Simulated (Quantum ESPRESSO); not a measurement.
## Li under changes of volume

One of the cells (21.609 Å³/atom); the others are scaled copies at fixed shape and fractional positions:

```xyz
1
Lattice="-1.7547 1.7547 1.7547 1.7547 -1.7547 1.7547 1.7547 1.7547 -1.7547" Properties=species:S:1:pos:R:3 pbc="T T T"
Li    0.0000    0.0000    0.0000
```

| Item | Value |
| --- | --- |
| Program | Quantum ESPRESSO 7.5 |
| Functional | PBE |
| Dispersion | D3(BJ) |
| Potentials or basis | PseudoDojo 0.4.1 SR PBE standard |
| Cutoff | 1007 eV |
| Density cutoff | 4027 eV |
| k mesh | 11 × 11 × 11 |
| Occupations | fermi-dirac, width 0.05 eV |
| Spin | no spin polarisation |

```tsv
volume (Å³/atom)	energy over the lowest point (meV/atom)	pressure (GPa)
20.312	0.00	-1.3
20.744	3.65	-1.5
21.177	7.90	-1.7
21.609	?	?
22.041	17.95	-2.1
22.473	23.66	-2.2
22.905	29.77	-2.4
```

What does the run at 21.609 Å³/atom give?

Energy over the lowest point 12.68 meV/atom; pressure -1.9 GPa.

Worked out: A Birch-Murnaghan fit of order 3 (a polynomial in V^(-2/3)) to the other rows has no minimum within the range. It gives 12.68 meV/atom at 21.609 Å³/atom, against the run's 12.68, and -dE/dV = -1.9 GPa, against -1.9.

Energies are extrapolated to zero smearing.

Caveats: pairwise dispersion overbinds metals, which lowers pressure and volume.
